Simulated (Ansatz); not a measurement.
AlN under changes of volume

One of the cells (10.417 Å³/atom); the others are scaled copies at fixed shape and fractional positions:

```
Al N
1.0
     0.00000    2.18399    2.18399
     2.18399    0.00000    2.18399
     2.18399    2.18399    0.00000
Al N
1 1
Direct
  0.00000 0.00000 0.00000
  0.25000 0.25000 0.25000
```

Measurements of this composition are mostly on another form, of space group No. 186.

* Program: Ansatz 0.2.0
* Functional: BHLYP
* Potentials or basis: Ansatz PAW
* Cutoff: 420 eV (not typed: the program's choice for these potentials)
* k mesh: 5 × 5 × 5
* Occupations: fermi-dirac, width 0.05 eV
* Spin: no spin polarisation

| volume (Å³/atom) | energy over the lowest point (meV/atom) | pressure (GPa) | gap on the mesh (eV) |
| --- | --- | --- | --- |
| 9.792 | 16.88 | 11.8 | 8.53 |
| 10.001 | 5.09 | 6.4 | 8.48 |
| 10.209 | 0.00 | 1.5 | 8.44 |
| 10.417 | ? | ? | ? |
| 10.626 | 7.49 | -7.0 | 8.34 |
| 10.834 | 19.07 | -10.7 | 8.29 |
| 11.042 | 35.06 | -14.0 | 8.22 |

Task: What does the run at 10.417 Å³/atom give?

Result: Energy over the lowest point 0.88 meV/atom; pressure -2.9 GPa; gap on the mesh 8.39 eV.

Worked out: A Birch-Murnaghan fit of order 3 (a polynomial in V^(-2/3)) to the other rows has its minimum at 10.28 Å³/atom with B0 = V·E''(V) = 223 GPa and B' = 3.8. It gives 0.99 meV/atom at 10.417 Å³/atom, against the run's 0.88, and -dE/dV = -2.9 GPa, against -2.9. A parabola through the other rows of the gap, of slope -2.53 eV per unit of ln V there, gives 8.39 eV, against the run's 8.39.

Energies are extrapolated to zero smearing.

Caveats: all runs use coarse meshes; odd divisions of the mesh miss points on the zone boundary, where band edges often lie, so the gap on the mesh can be too wide; the PAW data sets come from PBE, with cores solved anew for the run's functional, which leaves a small shift of forces and pressure; the thresholds are loose for stress.

A mesh can miss the band edges.
